## Why platinum with half the neighbours keeps most of its binding

Platinum atoms that lose half their neighbours pull the remaining ones closer, and the crystal gives up only about 7 % of its binding energy. That is the step from close packing to simple cubic in the table, computed with the PBE functional without spin-orbit coupling. The shorter contacts do not make a denser solid, because the simple cubic lattice leaves so much empty space. Between these ends lie three structures that cost far less, and their order does not follow the number of neighbours.

Platinum in five structures, each relaxed and shown for the lowest in energy of the magnetic starts tried. Ansatz 0.2.0, PBE, plane-wave PAW, scalar-relativistic, cutoff 420 eV, Fermi-Dirac smearing. Energies are extrapolated to zero smearing and count from the lowest row; volumes and bulk moduli come from third-order Birch-Murnaghan fits.

```tsv
structure	space group of the relaxed cell	neighbours within 15 % of the shortest distance	smearing width	k mesh	starting moments	energy above lowest (meV/atom)	neighbour distance (Å)	volume per atom (Å³)	bulk modulus (GPa)
dhcp	P6_3/mmc	12	0.05 eV	17×17×5	Pt +1 Pt +1 Pt +1 Pt +1 μB	0	2.783	15.68	246
hcp	P6_3/mmc	12	0.1 eV	21×21×11	none	27	2.767	15.74	243
bcc	Im-3m	8	0.05 eV	23×23×23	Pt +1 μB	63	2.740	15.82	239
omega (AlB2-type)	P6/mmm	14	0.05 eV	11×11×15	Pt +1 Pt +1 Pt +1 μB	116	2.699	16.02	235
simple cubic	Pm-3m	6	0.05 eV	20×20×20	Pt +1 μB	428	2.625	18.07	186
```

The energies count from dhcp, a close-packed stacking. The ground state of platinum is known to be fcc, another close-packed stacking, so the zero of the table is a convenient reference and lies above the true minimum.

### Bonds that share

Platinum is held together largely by its d electrons. When atoms meet, their d levels spread into a band, and the crystal gains energy because the few empty states lie at the top of it. Each neighbour adds to the spread, but the contributions combine like independent steps of a random walk: the width grows as the square root of their number. Twelve neighbours therefore bind an atom only about 1.4 times as strongly as six at the same distance.

The repulsion between atoms that are pressed together adds up differently, pair by pair. Removing half the neighbours halves the repulsion but takes away less than a third of the bonding. The balance tips towards attraction, and the remaining contacts shorten until repulsion has caught up. This shortening wins back part of the lost binding.

A solid held by independent pair forces, such as frozen argon, behaves differently. There each contact keeps its strength and nearly its length whatever the others do, so half the contacts means about half the binding, apart from what more distant atoms add. For platinum that rule would put simple cubic about 2.9 eV per atom above close packing, if the cohesive energy is taken as roughly 5.8 eV, a rough recalled figure. The calculation gives 0.43 eV.

### The estimate, step by step

Let an atom have $z$ neighbours at distance $r$. With repulsion falling as $r^{-m}$ and the hopping of electrons between neighbours as $r^{-n}$, its energy is

$$E = A\,z\,r^{-m} - C\sqrt{z}\,r^{-n},$$

where $A$ and $C$ are constants of the element. Setting the derivative with respect to $r$ to zero gives the best distance, and putting that back gives the energy:

$$r \propto z^{1/[2(m-n)]}, \qquad |E| \propto z^{(m-2n)/[2(m-n)]}.$$

Take $m=10$ and $n=4$, round values that suit the stiffness of platinum. The distance then goes as $z^{1/12}$ and the energy as $z^{1/6}$. Going from twelve neighbours to six multiplies the distance by $2^{-1/12}=0.944$. The twelve contacts in dhcp average 2.81 Å, so the estimate for simple cubic is $2.81\times0.944=2.65$ Å, close to the computed 2.625 Å.

The energy is multiplied by $2^{-1/6}=0.89$, a loss of 11 %, or about 0.6 eV. This is too much, but the estimate leaves out the twelve second neighbours of simple cubic, only $\sqrt2$ times as far away as the first. They contribute little each, but they count for more beside six close neighbours than the second shell does beside twelve. With these more distant atoms included, the model gives 0.41 eV.

The formula also shows why this energy is hard to predict. If $m$ were exactly $2n$, the exponent would vanish, and the shorter contacts would make up for the lost neighbours entirely. Platinum is not far from that balance. The cost of simple cubic is thus a small remainder of two large effects, and a modest change in the exponents alters it strongly.

### Shorter contacts, larger volume

The volume per atom depends on the contact length and on how well the lattice fills space. At equal contact length, simple cubic needs $\sqrt2$ times the volume of ideal close packing. Had its contacts kept the average length found in dhcp, each atom would occupy about 22.2 Å³. The computed volume is 18.07 Å³, against 15.68 Å³ in dhcp. Contraction thus removes nearly two thirds of the expansion that the open lattice would otherwise bring.

The bulk modulus follows from the same picture. In the model it is proportional to the binding energy divided by the volume. Simple cubic has slightly less binding spread over distinctly more space, so it is softer: 186 GPa against 246 GPa in dhcp. With the computed energy and volume, this rule gives about 198 GPa, which covers about four fifths of the drop. The larger volume counts for nearly twice as much in this as the weaker binding; the remaining fifth lies outside the rule.

### Why the neighbour count misleads

The table lists eight neighbours for bcc, only two more than for simple cubic, yet bcc lies only 63 meV above dhcp. The count stops at 15 % beyond the shortest distance, and six more atoms sit just outside that limit, at 3.16 Å. In the model they supply about a fifth of the squared hopping, the quantity whose square root sets the bonding. An atom in bcc therefore has a wide, well-filled surrounding, which helps to keep the cost low. The bcc crystal is held in its symmetry here; bcc platinum is known to be mechanically unstable, so this is the energy of a shape that would not last.

Omega is misleading in the opposite direction. Its 14 neighbours belong to one site in three; the other two sites have 11 each, which makes an average of 12, as in close packing. Yet omega costs 116 meV. The model puts this down to the unequal distances of its neighbours. The shortest contacts, at the sites that the table does not describe, measure 2.62 Å, as short as in simple cubic, while others reach 2.95 Å. In the model, repulsion rises more steeply than even the squared hopping when atoms approach, so a mixture of short and long contacts is a worse bargain than equal ones.

The useful measure is therefore the whole near surrounding: how many atoms lie close, how much the next ones add, and how even the distances are. As far as band width goes, a lattice with a dense second shell, such as bcc, should cost little, and one with few close neighbours and a wide gap behind them, such as simple cubic, much more. The filling of the band can overrule this: in iridium, with one electron fewer, bcc is known to cost several times as much as in platinum.

### Where the picture stops

The two close-packed rows show what the square root leaves out. Both dhcp and hcp have twelve near neighbours, and they differ mainly in how the layers are stacked. The model gives a difference of less than 10 meV, which arises because the hcp cell is stretched along the stacking direction more than the dhcp cell; the calculation gives 27 meV.

A likely cause, not tested here, is that stacking changes the detailed shape of the d band, beyond its width. With a nearly full d band, as in platinum, this favours the cubic kind of stacking. Half the layers in dhcp are stacked that way and none in hcp, which agrees with the computed order. The size of the gap leans on the extrapolation to zero smearing, because hcp was run with twice the smearing width and its energy is corrected by 29 meV, against 8 meV for dhcp. The k meshes of the two runs also differ, and hcp was run without spin, while the moments given to dhcp at the start died away.

In tungsten, where the d band is about half full, the same dependence on band shape works strongly in favour of bcc, which is the stable structure there. Band width explains why a metal tolerates the loss of neighbours; band filling decides between structures that are nearly equal in width. For platinum, spin-orbit coupling is strong and could shift these small gaps, an effect that is untested here.

### How far to trust the model

The program output below applies the model to all five rows, using the computed shape of each cell and all neighbours out to about 4 Å. The dhcp row sets the scale and is matched by construction; the other four enter through the shapes of their cells, and the exponents are round choices, not derived values. It puts the structures in the right order and reproduces their volumes to about 3 % of the computed values.

The energies are less certain. Lowering $m$ from 10 to 9 agrees at least as well with the stiffness of dhcp, and it improves the volume of simple cubic. But it reduces the predicted cost of that structure from 405 to 233 meV, where the calculation has 428 meV. The order of bcc and omega is not secure either: the model separates them by less than 30 meV, hardly more than the 20 meV or so that it misses between hcp and dhcp. The model is thus a guide to why simple cubic costs so little for its lost neighbours, while the energy itself needs the full calculation.

Output of the analysis:

```
Energy above dhcp in meV/atom:
                row  computed  model_m10  model_m9
               dhcp         0          0         0
                hcp        27      7.663      4.17
                bcc        63      80.62     47.88
  omega (AlB2-type)       116      109.1     63.24
       simple cubic       428      405.4     232.6
Volume in Å³ per atom and bulk modulus in GPa:
                row  V_computed  V_model_m10  V_model_m9  B_computed  B_model_m10
               dhcp       15.68        15.68       15.68         246          246
                hcp       15.74        15.72       15.71         243          245
                bcc       15.82        15.84       15.77         239        240.2
  omega (AlB2-type)       16.02        16.12       16.02         235        234.8
       simple cubic       18.07        18.62       18.18         186        192.7
c/a of hcp (ideal 1.633): 1.716
mean length of the 12 contacts in dhcp in Å: 2.81
simple cubic contact shorter than that mean by percent: 6.578
simple cubic volume if that mean length were kept in Å³: 22.18
simple cubic volume above dhcp in percent: 15.24
loss in simple cubic if pair bonds simply added in eV/atom: 2.9
computed cost of simple cubic in percent of the rough cohesive energy: 7.379
product of the two exponents that the stiffness of dhcp asks for: 37.36
share of the six second neighbours in the squared hopping of bcc in percent: 19.18
shortest contact at two of the three omega sites in Å: 2.618
```
